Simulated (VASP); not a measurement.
**From VASP inputs to Ansatz: SrO (strained rocksalt)**

INCAR

```
ENCUT = 520
EDIFF = 1E-7
NELM = 120
SIGMA = 0.02
ISIF = 2
GGA = PE
PREC = Accurate
IBRION = -1
LCHARG = .FALSE.
LWAVE = .FALSE.
LREAL = .FALSE.
NBANDS = 15
ISMEAR = -1
NSW = 0
LASPH = .TRUE.
```

KPOINTS

```
KPOINTS created by Atomic Simulation Environment
0
Gamma
8 8 8
0 0 0
```

KPOINTS_OPT

```
special points
7
Reciprocal
0.0000000000 0.0000000000 0.0000000000 1
0.5000000000 0.0000000000 0.5000000000 1
0.6250000000 0.2500000000 0.6250000000 1
0.3750000000 0.3750000000 0.7500000000 1
0.5000000000 0.5000000000 0.5000000000 1
0.5000000000 0.2500000000 0.7500000000 1
0.5000000000 0.5000000000 0.0000000000 1
```

POSCAR

```
Sr O
 1.0000000000000000
     0.0000000000000000    2.6572890956999999    2.5411939410000000
     2.6572890956999999    0.0000000000000000    2.5411939410000000
     2.6572890956999999    2.6572890956999999    0.0000000000000000
 Sr  O
   1   1
Cartesian
  0.0000000000000000  0.0000000000000000  0.0000000000000000
  2.6572890956999999  2.6572890956999999  2.5411939410000004
```

VASP ran with the recommended PBE PAW datasets (16 valence electrons in the cell).

Task: Translate these files to an Ansatz input.

Result: 

```yaml
crystal:
  lattice:
    - [0.0, 2.6572890957, 2.541193941]
    - [2.6572890957, 0.0, 2.541193941]
    - [2.6572890957, 2.6572890957, 0.0]
  atoms:
    - { symbol: Sr, position: [0.0, 0.0, 0.0] }
    - { symbol: O, position: [0.5, 0.5, 0.5] }
kpoints:
  mp_grid: { grid: [8, 8, 8] }
  band_path:
    path:
      - [0.0, 0.0, 0.0]
      - [0.5, 0.0, 0.5]
      - [0.625, 0.25, 0.625]
      - [0.375, 0.375, 0.75]
      - [0.5, 0.5, 0.5]
      - [0.5, 0.25, 0.75]
      - [0.5, 0.5, 0.0]
    npoints: 1
hamiltonian:
  xc: pbe
scf:
  occupations: { method: fermi_dirac, width: 0.02 }
  n_extra_bands: 4
output:
  forces: true
  stress: true
  eigenvalues: true
```

Other inputs would serve too.

```json
{"": "gap between bands v and c", "VASP": "3.09 eV", "Ansatz": "3.13 eV"}
{"": "least direct gap", "VASP": "3.36 eV", "Ansatz": "3.39 eV"}
{"": "pressure", "VASP": "-1.1 GPa", "Ansatz": "-1.5 GPa"}
```

The two codes use different PAW datasets and cutoffs. VASP's cell holds 16 valence electrons and Ansatz's 16. Ansatz's stress includes a Pulay correction; VASP's doesn't.
